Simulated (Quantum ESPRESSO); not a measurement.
Crystal: MnO.

```
Mn O
1.0
     2.67239    0.00000    0.00000
     0.00000    2.67239    0.00000
     0.00000    0.00000    2.67239
Mn O
1 1
Cartesian
  0.0000 0.0000 0.0000
  1.3362 1.3362 1.3362
```

Measurements of this composition are mostly on another form, of space group No. 225.

Base run:

```yaml
Program: Quantum ESPRESSO 7.5
Functional: PBEsol
Potentials_or_basis: PseudoDojo 0.4.1 SR PBEsol standard
Cutoff: 1306 eV
Density_cutoff: 5225 eV
k_mesh: 7 × 7 × 7
Occupations: gaussian, width 0.05 eV
Spin: no spin polarisation
Hubbard_terms: Mn d U = 3 eV
```

Its results: band gap on the k mesh none (metal or under the smearing width); pressure -26.1 GPa.

The run is repeated on the same cell with these changes: spin from no spin polarisation to collinear spin, ferromagnetic start; magnetic state asked for from nm to fm. What comes out?

Band gap on the k mesh 0.57 eV, indirect (least direct gap 1.65 eV); pressure 17.6 GPa; net moment 5.00 μB per cell; site moments Mn +4.31; O +0.24 μB.

Caveats: an odd number of electrons without spin polarisation forces a metal (some runs); a magnetic or distorted state may lie lower (some runs); U without spin polarisation on a metal has little footing (some runs); an odd mesh through Γ misses points on the zone boundary, where band edges often lie (some runs); a cell with one magnetic atom can't hold antiferromagnetic order, which such compounds often take (some runs).
